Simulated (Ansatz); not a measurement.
As in Ansatz: the effect of functional

As:

```
As
1.0
     1.83709   -5.53642    0.00000
     1.83709    5.53642    0.00000
     0.00000    0.00000    4.49960
As
4
Cartesian
  1.8371 1.2180 2.5198
  1.8371 -4.3184 4.2296
  1.8371 -1.2180 1.9798
  1.8371 4.3184 0.2700
```

This isn't the form of As at room conditions, which is rhombohedral.

The cell isn't the ideal one: volume scaled by 1.02.

Alike in all runs:

* Program: Ansatz 0.2.0
* Task: single point
* Potentials or basis: Ansatz PAW
* k mesh: 8 × 8 × 6
* Occupations: fermi-dirac, width 0.05 eV
* Spin: no spin polarisation

| functional | cutoff | gap on the mesh (eV) | pressure (GPa) | largest force (eV/Å) |
| --- | --- | --- | --- | --- |
| LDA | 420 eV (not typed: the program's choice for these potentials) | 0.05 | -3.2 | 0.32 |
| PBEsol | 420 eV (not typed: the program's choice for these potentials) | 0.05 | -1.6 | 0.21 |
| r2SCAN | 500 eV (not typed: the program's choice for these potentials) | ? | ? | ? |

Task: What does the run with functional r2SCAN give?

Result: gap on the mesh 0.17 eV; pressure -0.1 GPa; largest force 0.51 eV/Å.

Caveats: the PAW data sets come from PBE, with cores solved anew for the run's functional, which leaves a small shift of forces and pressure.

A k mesh can miss the band edges.

Runs at the PBE level aren't shown here.
